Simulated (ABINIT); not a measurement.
# AlP: optical spectrum from first principles

Aim: the dielectric function of AlP, and the optical constants that follow from it. The cell comes from an older database entry, whose edges can differ from later determinations, mostly by under a per cent.

Method: DFT, PBE, plane waves with norm-conserving potentials (PseudoDojo), scalar-relativistic, independent-particle linear optical response without local fields, in ABINIT 10.8.3.

The database entry behind the starting cell differs from later determinations by our own check (0.1 to 0.3 % short, probably kX units), so it need not match the best structure at ambient conditions.

### 1. Set-up

The structure is cubic, space group F-43m (No. 216). Conventional cell: a = 5.451 Å, b = 5.451 Å, c = 5.451 Å, α = 90.00°, β = 90.00°, γ = 90.00°. Nearest to P lie 4 Al at 2.36 Å. Al has 4 P at 2.36 Å nearest. Farther neighbours are not listed.

Structure file:

```cif
data_structure
_symmetry_space_group_name_H-M 'P 1'
_symmetry_Int_Tables_number 1
_cell_length_a 3.8544
_cell_length_b 3.8544
_cell_length_c 3.8544
_cell_angle_alpha 60.000
_cell_angle_beta 60.000
_cell_angle_gamma 60.000
_cell_volume 40.49
loop_
_atom_site_label
_atom_site_type_symbol
_atom_site_fract_x
_atom_site_fract_y
_atom_site_fract_z
_atom_site_occupancy
P1 P 0.75000 0.75000 0.75000 1
Al2 Al 0.00000 0.00000 0.00000 1
```

### 2. Ground state, bands and velocity matrix elements

First the ground state: is it a metal or has it a gap?

This step: DFT, PBE, plane waves with norm-conserving potentials (PseudoDojo), scalar-relativistic, ground state, bands at fixed density and velocity matrix elements (ABINIT 10.8.3).

File run.abi:

```
# ground state, bands on a dense mesh, and the derivatives d/dk of the wave functions
ndtset 3

ngkpt1 7 7 7
shiftk1 0.0 0.0 0.0
tolvrs1 1.0d-12
nband1 8
prtden1 1

iscf2 -2
getden2 1
ngkpt2 11 11 11
shiftk2 0.0 0.0 0.0
kptopt2 1
nband2 26
nbdbuf2 4
tolwfr2 1.0d-14

optdriver3 8
wfk_task3 "wfk_ddk"
prtevk3 1
getwfk3 2
getden3 1
iscf3 -2
ngkpt3 11 11 11
shiftk3 0.0 0.0 0.0
kptopt3 1
nband3 26

nshiftk 1
occopt 3
tsmear 0.001837
ecut 35.0
nstep 80
iomode 3
chksymbreak 0
chkprim 0
chksymtnons 0
acell 3*1.0 Angstrom
rprim
  0.000000000000 2.725500000000 2.725500000000
  2.725500000000 0.000000000000 2.725500000000
  2.725500000000 2.725500000000 0.000000000000
natom 2
ntypat 2
znucl 15 13
typat 1 2
xred
  0.750000000000 0.750000000000 0.750000000000
  0.000000000000 0.000000000000 0.000000000000
pseudos "P.upf, Al.upf"
```

Launch:

```
$ mpirun -n 4 abinit run.abi
```

Numbers of over 12 decimals in the logs are rounded to 6 here.

What it wrote:

```text
DATASET    1 : space group F-4 3 m (#216); Bravais cF (face-center cubic)
 DATASET    2 : space group F-4 3 m (#216); Bravais cF (face-center cubic)
 DATASET    3 : space group F-4 3 m (#216); Bravais cF (face-center cubic)
            ngfft          40      40      40
                         0.06997    0.06997    0.06997    0.03499    0.01749    0.06997
                         0.06997    0.03499    0.01749    0.03499    0.06997    0.13994
                         0.00451    0.01803    0.01803    0.01803    0.01803    0.01803
                         0.01803    0.01803    0.01803    0.00902    0.00451    0.01803
                         0.01803    0.01803    0.01803    0.01803    0.01803    0.00902
                         0.00451    0.01803    0.01803    0.01803    0.01803    0.00902
                         0.00451    0.01803    0.01803    0.00902    0.00451    0.00902
                         0.01803    0.03606    0.03606    0.03606    0.01803    0.03606
                         0.03606    0.03606    0.03606    0.01803    0.01803    0.03606
                         0.00451    0.01803    0.01803    0.01803    0.01803    0.01803
                         0.01803    0.01803    0.01803    0.00902    0.00451    0.01803
                         0.01803    0.01803    0.01803    0.01803    0.01803    0.00902
                         0.00451    0.01803    0.01803    0.01803    0.01803    0.00902
                         0.00451    0.01803    0.01803    0.00902    0.00451    0.00902
                         0.01803    0.03606    0.03606    0.03606    0.01803    0.03606
                         0.03606    0.03606    0.03606    0.01803    0.01803    0.03606
== DATASET  1 ==================================================================
 Real(R)+Recip(G) space primitive vectors, cartesian coordinates (Bohr,Bohr^-1):
 R(1)=  0.0000000  5.1504486  5.1504486  G(1)= -0.0970789  0.0970789  0.0970789
 R(2)=  5.1504486  0.0000000  5.1504486  G(2)=  0.0970789 -0.0970789  0.0970789
 R(3)=  5.1504486  5.1504486  0.0000000  G(3)=  0.0970789  0.0970789 -0.0970789
 Unit cell volume ucvol=  2.7325314E+02 bohr^3
 Angles (23,13,12)=  6.00000000E+01  6.00000000E+01  6.00000000E+01 degrees
 getcut: wavevector=  0.0000  0.0000  0.0000  ngfft=  40  40  40
     iter   Etot(hartree)      deltaE(h)  residm     vres2
 ETOT  1  -9.267942    -9.268E+00 3.798E-02 8.057E+01
 ETOT  2  -9.287772    -1.983E-02 2.659E-03 4.254E+00
 ETOT  3  -9.288335    -5.631E-04 1.151E-03 2.854E-02
 ETOT  4  -9.288337    -1.807E-06 5.277E-04 2.400E-03
 ETOT  5  -9.288337    -1.256E-07 6.237E-04 1.443E-04
 ETOT  6  -9.288337    -5.416E-09 1.264E-04 7.123E-07
 ETOT  7  -9.288337    -2.773E-11 3.372E-04 5.450E-09
 ETOT  8  -9.288337    -3.801E-13 3.279E-05 1.091E-10
 ETOT  9  -9.288337    -5.862E-14 1.530E-04 4.282E-12
 ETOT 10  -9.288337    -7.994E-14 1.349E-05 1.637E-13
 At SCF step   10       vres2   =  1.64E-13 < tolvrs=  1.00E-12 =>converged.
 Cartesian components of stress tensor (hartree/bohr^3)
  sigma(1 1)= -9.09083109E-05  sigma(3 2)=  0.00000000E+00
  sigma(2 2)= -9.09083109E-05  sigma(3 1)=  0.00000000E+00
  sigma(3 3)= -9.09083109E-05  sigma(2 1)=  0.00000000E+00
 Mean square residual over all n,k,spin=   14.680E-08; max=  13.493E-06
 Fermi (or HOMO) energy (hartree) =   0.17294   Average Vxc (hartree)=  -0.33367
 Eigenvalues (hartree) for nkpt=  20  k points:
 kpt#   1, nband=  8, wtk=  0.00292, kpt=  0.0000  0.0000  0.0000 (reduced coord)
  -0.28171    0.14227    0.14227    0.14227    0.26450    0.31001    0.31001    0.31001
   2.00000    2.00000    2.00000    2.00000    0.00000    0.00000    0.00000    0.00000
kinetic             :  3.40141778313461E+00
hartree             :  9.19225066890097E-01
xc                  : -3.15352414136922E+00
Ewald energy        : -8.73435525365249E+00
psp_core            :  3.55436275216982E-01
local_psp           : -3.48513269919994E+00
non_local_psp       :  1.40859564351075E+00
internal            : -9.28833732546921E+00
'-kT*entropy'       : -7.87264566365233E-11
total_energy        : -9.28833732554794E+00
total_energy_eV     : -2.52748534548447E+02
 Cartesian components of stress tensor (hartree/bohr^3)
  sigma(1 1)= -9.09083109E-05  sigma(3 2)=  0.00000000E+00
  sigma(2 2)= -9.09083109E-05  sigma(3 1)=  0.00000000E+00
  sigma(3 3)= -9.09083109E-05  sigma(2 1)=  0.00000000E+00
-Cartesian components of stress tensor (GPa)         [Pressure=  2.6746E+00 GPa]
== DATASET  2 ==================================================================
 Real(R)+Recip(G) space primitive vectors, cartesian coordinates (Bohr,Bohr^-1):
 R(1)=  0.0000000  5.1504486  5.1504486  G(1)= -0.0970789  0.0970789  0.0970789
 R(2)=  5.1504486  0.0000000  5.1504486  G(2)=  0.0970789 -0.0970789  0.0970789
 R(3)=  5.1504486  5.1504486  0.0000000  G(3)=  0.0970789  0.0970789 -0.0970789
 Unit cell volume ucvol=  2.7325314E+02 bohr^3
 Angles (23,13,12)=  6.00000000E+01  6.00000000E+01  6.00000000E+01 degrees
 getcut: wavevector=  0.0000  0.0000  0.0000  ngfft=  40  40  40
 Mean square residual over all n,k,spin=   51.591E-16; max=  99.975E-16
 Eigenvalues (hartree) for nkpt=  56  k points:
 kpt#   1, nband= 26, wtk=  0.00075, kpt=  0.0000  0.0000  0.0000 (reduced coord)
  -0.28171    0.14227    0.14227    0.14227    0.26450    0.31001    0.31001    0.31001
   0.46634    0.46634    0.52194    0.59384    0.59384    0.59384    0.74050    1.01708
   1.01708    1.01708    1.06175    1.06175    1.11174    1.11174    1.11174    1.25676
== DATASET  3 ==================================================================
            ngfft          40      40      40
[...]
0.03606    0.03606    0.03606    0.01803    0.01803    0.03606
                         0.00451    0.01803    0.01803    0.01803    0.01803    0.01803
                         0.01803    0.01803    0.01803    0.00902    0.00451    0.01803
                         0.01803    0.01803    0.01803    0.01803    0.01803    0.00902
                         0.00451    0.01803    0.01803    0.01803    0.01803    0.00902
                         0.00451    0.01803    0.01803    0.00902    0.00451    0.00902
                         0.01803    0.03606    0.03606    0.03606    0.01803    0.03606
                         0.03606    0.03606    0.03606    0.01803    0.01803    0.03606
[shortened to cell, iterations, levels, energies and stress; the echo of variables, forces, comments, warnings and credits are left out]
```

Elapsed: 29 s, on 4 MPI ranks of AMD EPYC 7B13 (Zen 3), shared host; peak memory 0.1 GiB; 1.9 min of CPU time.

This step gave:

| Property | Result |
| --- | --- |
| total energy | -9.288 Ha |
| gap on the k-mesh | 1.618 eV |
| direct gap on the mesh | 3.326 eV |

There is a gap, 1.62 eV on this mesh (points off the mesh can give less), so no carriers' term is needed.

### 3. Optical response

The spectrum is a sum over vertical transitions between filled and empty bands at the fixed density, so many empty bands are needed.

This step: DFT, PBE, plane waves with norm-conserving potentials (PseudoDojo), scalar-relativistic, independent-particle linear optical response without local fields (ABINIT 10.8.3).

File optic.abi:

```
&FILES
 ddkfile_1 = 'runo_DS3_1_EVK.nc',
 ddkfile_2 = 'runo_DS3_2_EVK.nc',
 ddkfile_3 = 'runo_DS3_3_EVK.nc',
 wfkfile = 'runo_DS2_WFK.nc'
/
&PARAMETERS
 broadening = 0.001837,
 domega = 0.0020212,
 maxomega = 0.80849,
 scissor = 0.0,
 tolerance = 0.002,
 nband_sum = 22
/
&COMPUTATIONS
 num_lin_comp = 1,
 lin_comp = 11,
 num_nonlin_comp = 0,
 num_linel_comp = 0,
 num_nonlin2_comp = 0
/
```

Launch:

```
$ optic optic.abi
```

What it wrote:

```text

 OPTIC has originally been developed by
 S. Sharma, J. K. Dewhurst and C. Ambrosch-Draxl, Phys. Rev. B 67, 165332 (2003), and
 S. Sharma and C. Ambrosch-Draxl, Physica Scripta T 109 (2004).

 rprimd(bohr)      =   0.00000   5.15045   5.15045
                       5.15045   0.00000   5.15045
                       5.15045   5.15045   0.00000
 natom             =       2
 nkpt,mband        =      56      26
 ecut              =  35.00000 Ha
 newocc: new Fermi energy is       0.172415 , with nelect=      8.000000, Number of bisection calls: 24
 Fermi level: 4.6916  (eV)

 fermie            =   0.17241 Ha   4.69164 eV
 Scissor shift     =   0.00000 Ha
 Tolerance on closeness to singularities     =   0.00200 Ha
 Smearing factor      =   0.00184 Ha
 Will use the antiresonant approximation (meaning that the antiresonant terms are neglected)
 Will not perform the bands decomposition
 linear coeffs to be calculated :
 11
 non-linear coeffs to be calculated :

 electronic part of electro-optic coeffs to be calculated :

 non-linear coeffs (V2) to be calculated :

 linear optic matrix elements will be printed :0
 optic : Call pmat2cart
 No scissor shift to be applied. Returning to main optic routine.
 optic : Call linopt
  linopt            1           1
 calculated the component:           1           1   of dielectric function
  with broadening:         (0.000000,1.83700000000000009E-003)
 and scissors shift:   0.000000
 energy window:   39.788678      eV   1.462207      Ha
 optic : Call nlinopt
 optic : Call linelop
 optic : Call nonlinopt

================================================================================

 Calculation completed.
-
program: optic
version: 10.8.3
start_datetime:
end_datetime:
overall_cpu_time:           0.1
overall_wall_time:           0.1
mpi_procs: 1
omp_threads: 1
...
```

Wall time 0.77 s (1 thread); peak memory 0.05 GiB.

Read-outs, printed or worked out from the files:

- electronic dielectric constant ε∞, mean over x, y and z (by symmetry where fewer were run): 8.732
- centre of weight of the strongest loss peak in the window: 17.24 eV

The Im ε, E ∥ x has structure finer than the step of the table below, so its rows give means over 0.5 eV, whole bins alone (the curve runs from 0.0550 to 21.9 eV). Peaks (eV: height): 4.51: 39.8, 4.89: 28.7, 5.61: 25.6, 6.43: 11.2.

Sum at mesh points, not converged in k; values under the direct gap are tails of Lorentzian lines. Table of Im ε, E ∥ x by photon energy; means over each step:

```tsv
photon energy (eV)	Im ε, E ∥ x
0.5	0.0169
1.0	0.0365
1.5	0.0629
2.0	0.104
2.5	0.183
3.0	0.430
3.5	4.18
4.0	16.8
4.5	26.7
5.0	20.0
5.5	16.9
6.0	8.08
6.5	6.97
7.0	4.81
7.5	4.88
8.0	3.43
8.5	2.11
9.0	2.15
9.5	1.40
10.0	1.59
10.5	0.912
11.0	0.773
11.5	0.594
12.0	0.585
12.5	0.457
13.0	0.322
13.5	0.296
14.0	0.370
14.5	0.276
15.0	0.243
15.5	0.203
16.0	0.234
16.5	0.173
17.0	0.180
17.5	0.130
18.0	0.0919
18.5	0.0825
19.0	0.0913
19.5	0.0785
20.0	0.0541
20.5	0.0610
21.0	0.0563
21.5	0.0494
```

The reflectivity at normal incidence, E ∥ x has structure finer than the step of the table below, so its rows give means over 1 eV, whole bins alone (the curve runs from 0.0550 to 21.9 eV). Peaks (eV: height): 5.8: 73.5, 8.1: 74.6, 8.7: 72.8, 9.6: 80.6, 10.7: 77.0, 11.4: 74.8, 12.2: 73.1.

Sum at mesh points, not converged in k. Reflectivity at normal incidence, E ∥ x against photon energy; means over each step:

```tsv
photon energy (eV)	reflectivity at normal incidence, E ∥ x (%)
1	25.2
2	27.8
3	34.5
4	49.2
5	55.6
6	61.9
7	58.2
8	62.3
9	60.5
10	62.2
11	67.3
12	63.7
13	64.8
14	54.5
15	53.8
16	42.3
17	33.6
18	23.5
19	12.4
20	8.36
21	5.66
```

The loss function −Im 1/ε at q → 0, E ∥ x has structure finer than the step of the table below, so its rows give means over 1 eV, whole bins alone (the curve runs from 0.0550 to 21.9 eV). Peaks (eV: height): 16.0: 4.16, 16.5: 6.51, 16.9: 6.12, 17.2: 7.51, 17.4: 7.64, 17.7: 7.79, 17.9: 7.13.

Sum at mesh points, not converged in k; values under the direct gap are tails of Lorentzian lines. Table of loss function −Im 1/ε at q → 0, E ∥ x by energy loss; means over each step:

energy loss (eV), loss function −Im 1/ε at q → 0, E ∥ x and a bar:
```
        1       0.00 
        2       0.00 
        3       0.00 
        4       0.02 
        5       0.05 
        6       0.06 
        7       0.11 #
        8       0.11 #
        9       0.16 #
       10       0.20 #
       11       0.23 #
       12       0.35 ##
       13       0.52 ###
       14       1.06 #####
       15       1.83 #########
       16       3.89 ####################
       17       5.90 ##############################
       18       4.56 #######################
       19       1.48 ########
       20       0.67 ###
       21       0.39 ##
```

Optical constants at common wavelengths, from n + ik = √ε:

```tsv
wavelength (nm)	n	k	R (%)	1/α
1550	2.99	0.005	24.9	26 µm
800	3.10	0.011	26.3	6.0 µm
532	3.34	0.022	29.1	1.9 µm
365	4.33	0.160	39.0	182 nm
308	5.45	1.236	49.4	20 nm
248	2.81	3.314	55.9	6.0 nm
193	1.75	3.078	58.8	5.0 nm
```

Below the direct gap, k and the depth come from the tails of the Lorentzian lines, not from transitions.

Rows near the edge hang on the gap, which this functional as a rule makes too small, and phonon-assisted absorption is left out.

### 4. Outcome

| Item | Value |
| --- | --- |
| electronic dielectric constant ε∞, mean over x, y and z (by symmetry where fewer were run) (independent particles) | 8.73 |
| centre of weight of the strongest loss peak in the window, first axis | 17.2 eV |

**Reading.** At this level (PBE, independent particles) AlP has ε∞ = 8.73 and n = 2.99 at 1550 nm. On the mesh the gap is 1.62 eV and the least direct gap 3.33 eV, so on this mesh the band edges lie at different points. Excitons and phonon-assisted transitions are missing, and so are local fields; PBE gaps are as a rule too small, which pulls the onset down and ε∞ up. The sum runs over mesh points 0.18 Å⁻¹ apart with no interpolation, so peaks are partly noise of the mesh and static values carry its error. Besides steps told in other documents, this task had 1 run with a known fault of program or setting; those not told in a step above aren't shown.

[Logs are printed without paths, hosts, clocks, repeated set-up lines and the standing remarks that a program may print on its own settings, such as how far it seeks lower states.]

[Hosts, paths, dates, database ids (printed as entryN), source tags and the programs' standing remarks are cut or masked in the printed files.]
